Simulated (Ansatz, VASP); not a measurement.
## Two plane-wave programs on Ta

File POSCAR:

```
Ta
1.0
    2.9003720726      0.0000000000      0.0000000000
   -1.4501860363      2.5117958953      0.0000000000
    0.0000000000      0.0000000000      5.1662740000
Ta
2
Direct
    0.3333333333      0.6666666667      0.2500000000
    0.6666666667      0.3333333333      0.7500000000
```

The input INCAR.step1:

```
SYSTEM = Ta
ALGO = Normal
EDIFF = 1E-4
ENCUT = 520
GGA = PE
ISMEAR = -1
LASPH = .TRUE.
LCHARG = .FALSE.
LREAL = .FALSE.
LWAVE = .TRUE.
NBANDS = 18
NELM = 80
PREC = Accurate
SIGMA = 0.05
```

Contents of INCAR.step2:

```
SYSTEM = Ta
ALGO = Normal
EDIFF = 1E-7
ENCUT = 520
ISIF = 2
ISMEAR = -1
ISTART = 1
LASPH = .TRUE.
LCHARG = .TRUE.
LELF = .TRUE.
LMIXTAU = .TRUE.
LREAL = .FALSE.
LVHAR = .TRUE.
LWAVE = .FALSE.
METAGGA = R2SCAN
NBANDS = 18
NELM = 80
PREC = Accurate
SIGMA = 0.05
```

Contents of KPOINTS:

```
k-points
0
G
  6 6 3
  0 0 0
```

Contents of input.yaml:

```yaml
crystal:
  lattice:
    - [2.9003720726, 0.0, 0.0]
    - [-1.4501860363, 2.5117958953, 0.0]
    - [0.0, 0.0, 5.166274]
  atoms:
    - { symbol: Ta, position: [0.3333333333, 0.6666666667, 0.25] }
    - { symbol: Ta, position: [0.6666666667, 0.3333333333, 0.75] }
hamiltonian:
  xc: r2scan
  pseudopotentials: { kind: paw }
kpoints:
  mp_grid: { grid: [6, 6, 3] }
  band_path:
    path:
      - [[0.0, 0.0, 0.0], [0.5, 0.0, 0.0], [0.3333333333, 0.3333333333, 0.0], [0.0, 0.0, 0.0], [0.0, 0.0, 0.5], [0.5, 0.0, 0.5], [0.3333333333, 0.3333333333, 0.5], [0.0, 0.0, 0.5]]
      - [[0.5, 0.0, 0.5], [0.5, 0.0, 0.0]]
      - [[0.3333333333, 0.3333333333, 0.0], [0.3333333333, 0.3333333333, 0.5]]
    npoints: 14
scf:
  occupations: { method: fermi_dirac, width: 0.05 }
  n_extra_bands: 6
output:
  forces: true
  stress: true
  eigenvalues: true
  fatbands: false
```

This isn't the form of Ta at room conditions, which is bcc.

Alike in both runs: functional r2SCAN; k mesh 6 × 6 × 3; occupations fermi-dirac, width 0.05 eV; no spin polarisation.

|  | VASP | Ansatz |
| --- | --- | --- |
| version | VASP 6.6.1 | Ansatz 0.2.0 |
| potentials or method | VASP PAW PBE potentials, release 64 (Ta_pv) | Ansatz PAW |
| plane-wave cutoff (eV) | 520 | 500 |
| valence electrons in the cell | 22 | 26 |
| task | single point | band structure |

|  | VASP | Ansatz | Ansatz less VASP |
| --- | --- | --- | --- |
| gap on the k mesh at the Fermi level (eV) | none | none | - |
| pressure (GPa) | -3.3 | -3.9 | -0.51 |
| largest component of the traceless stress (GPa) | 0.20 | 0.24 | +0.040 |

A gap of «none» marks a metal or a gap that the smearing closes. With one functional, cell and mesh, what is left measures potentials, basis and numerics. The two sets of potentials don't hold the same shells in valence.

Caveats: the k mesh is coarse (spacing up to 0.42 Å⁻¹), so the values aren't converged; the PAW data sets were made with another functional, which shifts forces and pressure a little (VASP); spin-orbit coupling is left out, which moves the levels of the heavy elements (Ansatz); the PAW data sets come from PBE, with cores solved anew for the run's functional, which leaves a small shift of forces and pressure (Ansatz). Spin-orbit coupling is left out, which matters for the levels of Ta.
